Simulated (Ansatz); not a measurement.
What moves the pressure of O?

```xyz
2
Lattice="1.4233 0.8218 3.4083 -1.4233 0.8218 3.4083 0.0000 -1.6435 3.4083" Properties=species:S:1:pos:R:3 pbc="T T T"
O     0.0000    0.0000    0.5900
O     0.0000    0.0000    9.6349
```

Atom numbers follow the list: O1, O2.

The geometry is COD entry 2106431, unchecked; take it as a test cell.

Solid oxygen carries moments on its molecules; these runs leave spin out.

Level of theory: Ansatz 0.2.0, DFT, PBE, all-electron LAPW, scalar-relativistic.

The runs use a Γ-centred 10×10×10 k mesh, Fermi–Dirac smearing of 0.02 eV, basis error target 0.5 meV/atom, no spin polarisation.

In this reference run the pressure is 5.4 GPa (positive in compression). Each change below is made alone, on the same k mesh, with fractional coordinates held unless an atom is moved; x, y and z are the Cartesian axes.

(1) One change shifts the pressure by -8.2 GPa. Which?
A. volume scaled by 1.02
B. no relativity
C. functional pbesol
D. volume scaled by 0.98
E. z strained by +3 % at fixed volume
F. functional lda

Results:

(1) F. The others give: volume scaled by 0.98, +2.3 GPa; no relativity, 0.0 GPa; functional pbesol, -3.5 GPa; volume scaled by 1.02, -2.1 GPa; z strained by +3 % at fixed volume, -7.7 GPa.
